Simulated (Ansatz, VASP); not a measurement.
**NaCl: VASP beside Ansatz**

```
Na Cl
1.0
     3.67730    0.00000    0.00000
     0.00000    3.67730    0.00000
     0.00000    0.00000    3.50219
Na Cl
1 1
Cartesian
  0.0000 0.0000 0.0000
  1.8386 1.8386 1.7511
```

Change from the starting cell: strain +0.050 along x and y, +0.000 along z, atoms carried along.

Alike in both runs: task single point; functional PBE; k mesh 6 × 6 × 6; occupations gaussian, width 0.05 eV; no spin polarisation.

```csv
,VASP,Ansatz
version,VASP 6.6.1,Ansatz 0.2.0
potentials or method,"VASP PAW PBE potentials, release 64 (Na_pv, Cl)","scalar-relativistic, plane waves, PAW"
plane-wave cutoff (eV),520,420
valence electrons in the cell,14,16
```

```tsv
	VASP	Ansatz	Ansatz less VASP
gap on the k mesh at the Fermi level (eV)	3.47	3.46	-0.001
least direct gap on the mesh (eV)	3.82	3.81	-0.001
pressure (GPa)	-1.9	-1.9	+0.04
largest component of the traceless stress (GPa)	2.12	2.12	-0.002
```

The functional is the same, so the differences come from potentials, cutoffs and numerics. The two sets of potentials don't hold the same shells in valence.

A k mesh can miss the band edges.
